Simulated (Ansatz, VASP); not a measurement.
## One calculation of BaTiO3, two programs

```
Ba Ti O
1.0
     2.82767    1.63255    2.27138
    -2.82767    1.63255    2.27138
     0.00000   -3.26511    2.27138
Ba Ti O
1 1 3
Cartesian
  0.0000 0.0000 -0.0020
  0.0000 0.0000 3.3395
  0.0000 1.6154 2.3429
  -1.3990 -0.8077 2.3429
  1.3990 -0.8077 2.3429
```

Change from the starting cell: z stretched by -2 %, ions relaxed.

Alike in both runs: functional PBE; k mesh 8 × 8 × 8; occupations fermi-dirac, width 0.02 eV; no spin polarisation.

Ansatz relaxed the structure, and its values are those at the end. VASP's run is a single point on that final structure, the one shown.

```csv
,VASP,Ansatz
version,VASP 6.6.1,Ansatz 0.2.0
potentials or method,"VASP PAW PBE potentials, release 64 (Ba_sv, Ti_sv, O)","plane-wave PAW, scalar-relativistic"
plane-wave cutoff (eV),520,420
valence electrons in the cell,40,40
```

```tsv
	VASP	Ansatz	Ansatz less VASP
gap on the k mesh at the Fermi level (eV)	2.15	2.21	+0.056
pressure (GPa)	9.1	7.2	-1.92
rms of the force components (eV/Å)	0.022	0.001	-0.0208
```

The functional is the same, so the differences come from potentials, cutoffs and numerics. Ansatz warned: «gradients_without_spin_orbit».

Caveats: spin-orbit coupling is left out, which moves the levels of the heavy elements. A k mesh can miss the band edges.
